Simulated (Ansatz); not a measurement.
# TaN: the cost of one run

Program: Ansatz 0.2.0. Level of theory: DFT PBE, scalar-relativistic, plane waves, PAW. These are calculated values, not measurements.

### Step 1. The structure to begin with

Symmetry: P-62m, No. 189, hexagonal system. The conventional cell has a = 5.196 Å, b = 5.196 Å, c = 2.911 Å, α = 90.00°, β = 90.00°, γ = 120.00°. Ta (site symmetry -6) has 6 N at 2.16 Å as nearest neighbours. Ta (site symmetry -62m) is surrounded by 3 N at 2.04 Å. N (site symmetry m2m) is surrounded by 5 Ta at 2.04 to 2.16 Å.

Structure file:

```
Ta N
1.0
     7.79400    4.49987    0.00000
    -7.79400    4.49987    0.00000
     0.00000    0.00000    8.73300
Ta N
27 27
Direct
  0.33333 0.33333 0.16667
  0.33333 0.33333 0.50000
  0.33333 0.33333 0.83333
  0.66667 0.00000 0.16667
  0.66667 0.00000 0.50000
  0.66667 0.00000 0.83333
  0.00000 0.66667 0.16667
  0.00000 0.66667 0.50000
  0.00000 0.66667 0.83333
  0.33333 0.00000 0.16667
  0.33333 0.00000 0.50000
  0.33333 0.00000 0.83333
  0.66667 0.66667 0.16667
  0.66667 0.66667 0.50000
  0.66667 0.66667 0.83333
  0.00000 0.33333 0.16667
  0.00000 0.33333 0.50000
  0.00000 0.33333 0.83333
  0.00000 0.00000 0.00000
  0.00000 0.00000 0.33333
  0.00000 0.00000 0.66667
  0.33333 0.66667 0.00000
  0.33333 0.66667 0.33333
  0.33333 0.66667 0.66667
  0.66667 0.33333 0.00000
  0.66667 0.33333 0.33333
  0.66667 0.33333 0.66667
  0.13095 0.86905 0.00000
  0.13095 0.86905 0.33333
  0.13095 0.86905 0.66667
  0.46428 0.53572 0.00000
  0.46428 0.53572 0.33333
  0.46428 0.53572 0.66667
  0.79762 0.20238 0.00000
  0.79762 0.20238 0.33333
  0.79762 0.20238 0.66667
  0.40477 0.20238 0.00000
  0.40477 0.20238 0.33333
  0.40477 0.20238 0.66667
  0.73810 0.86905 0.00000
  0.73810 0.86905 0.33333
  0.73810 0.86905 0.66667
  0.07143 0.53572 0.00000
  0.07143 0.53572 0.33333
  0.07143 0.53572 0.66667
  0.13095 0.26190 0.00000
  0.13095 0.26190 0.33333
  0.13095 0.26190 0.66667
  0.46428 0.92857 0.00000
  0.46428 0.92857 0.33333
  0.46428 0.92857 0.66667
  0.79762 0.59523 0.00000
  0.79762 0.59523 0.33333
  0.79762 0.59523 0.66667
```

The runs take a perfect supercell of 54 atoms; the defect goes to fractional position (0.131, 0.869, 0.000).

### Step 2. The perfect supercell

The input, input.yaml:

```yaml
crystal:
  lattice:
    - [7.794, 4.499868, 0.0]
    - [-7.794, 4.499868, 0.0]
    - [0.0, 0.0, 8.733]
  atoms:
    - { symbol: Ta, position: [0.333333, 0.333333, 0.166667] }
    - { symbol: Ta, position: [0.333333, 0.333333, 0.5] }
    - { symbol: Ta, position: [0.333333, 0.333333, 0.833333] }
    - { symbol: Ta, position: [0.666667, 0.0, 0.166667] }
    - { symbol: Ta, position: [0.666667, 0.0, 0.5] }
    - { symbol: Ta, position: [0.666667, 0.0, 0.833333] }
    - { symbol: Ta, position: [0.0, 0.666667, 0.166667] }
    - { symbol: Ta, position: [0.0, 0.666667, 0.5] }
    - { symbol: Ta, position: [0.0, 0.666667, 0.833333] }
    - { symbol: Ta, position: [0.333333, 1.0, 0.166667] }
    - { symbol: Ta, position: [0.333333, 1.0, 0.5] }
    - { symbol: Ta, position: [0.333333, 1.0, 0.833333] }
    - { symbol: Ta, position: [0.666667, 0.666667, 0.166667] }
    - { symbol: Ta, position: [0.666667, 0.666667, 0.5] }
    - { symbol: Ta, position: [0.666667, 0.666667, 0.833333] }
    - { symbol: Ta, position: [0.0, 0.333333, 0.166667] }
    - { symbol: Ta, position: [0.0, 0.333333, 0.5] }
    - { symbol: Ta, position: [0.0, 0.333333, 0.833333] }
    - { symbol: Ta, position: [0.0, 0.0, 0.0] }
    - { symbol: Ta, position: [0.0, 0.0, 0.333333] }
    - { symbol: Ta, position: [0.0, 0.0, 0.666667] }
    - { symbol: Ta, position: [0.333333, 0.666667, 0.0] }
    - { symbol: Ta, position: [0.333333, 0.666667, 0.333333] }
    - { symbol: Ta, position: [0.333333, 0.666667, 0.666667] }
    - { symbol: Ta, position: [0.666667, 0.333333, 0.0] }
    - { symbol: Ta, position: [0.666667, 0.333333, 0.333333] }
    - { symbol: Ta, position: [0.666667, 0.333333, 0.666667] }
    - { symbol: "N", position: [0.13095, 0.86905, 0.0] }
    - { symbol: "N", position: [0.13095, 0.86905, 0.333333] }
    - { symbol: "N", position: [0.13095, 0.86905, 0.666667] }
    - { symbol: "N", position: [0.464283, 0.535717, 0.0] }
    - { symbol: "N", position: [0.464283, 0.535717, 0.333333] }
    - { symbol: "N", position: [0.464283, 0.535717, 0.666667] }
    - { symbol: "N", position: [0.797617, 0.202383, 0.0] }
    - { symbol: "N", position: [0.797617, 0.202383, 0.333333] }
    - { symbol: "N", position: [0.797617, 0.202383, 0.666667] }
    - { symbol: "N", position: [0.404767, 0.202383, 0.0] }
    - { symbol: "N", position: [0.404767, 0.202383, 0.333333] }
    - { symbol: "N", position: [0.404767, 0.202383, 0.666667] }
    - { symbol: "N", position: [0.7381, 0.86905, 0.0] }
    - { symbol: "N", position: [0.7381, 0.86905, 0.333333] }
    - { symbol: "N", position: [0.7381, 0.86905, 0.666667] }
    - { symbol: "N", position: [0.071433, 0.535717, 0.0] }
    - { symbol: "N", position: [0.071433, 0.535717, 0.333333] }
    - { symbol: "N", position: [0.071433, 0.535717, 0.666667] }
    - { symbol: "N", position: [0.13095, 0.2619, 0.0] }
    - { symbol: "N", position: [0.13095, 0.2619, 0.333333] }
    - { symbol: "N", position: [0.13095, 0.2619, 0.666667] }
    - { symbol: "N", position: [0.464283, 0.928567, 0.0] }
    - { symbol: "N", position: [0.464283, 0.928567, 0.333333] }
    - { symbol: "N", position: [0.464283, 0.928567, 0.666667] }
    - { symbol: "N", position: [0.797617, 0.595233, 0.0] }
    - { symbol: "N", position: [0.797617, 0.595233, 0.333333] }
    - { symbol: "N", position: [0.797617, 0.595233, 0.666667] }
basis:
  ecutwfc: 420
  fft_grid_basis: typed
kpoints:
  mp_grid: { grid: [3, 3, 2] }
hamiltonian:
  xc: pbe
  pseudopotentials: { kind: paw }
scf:
  occupations: { method: gaussian, width: 0.05 }
output:
  forces: true
  stress: false
  eigenvalues: true
  bader: false
  write_density: true
  volumetric_format: npy
```

On the command line:

```bash
$ ansatz run input.yaml --threads 8 --pin off --max-ram 16384MiB --backend cpu --events-out ev --progress --plain --runs-dir out
```

Q: Estimate wall time and peak memory on 8 threads of Arm Neoverse N1, shared host.

About 29 s, with a peak of 4.5 GiB.
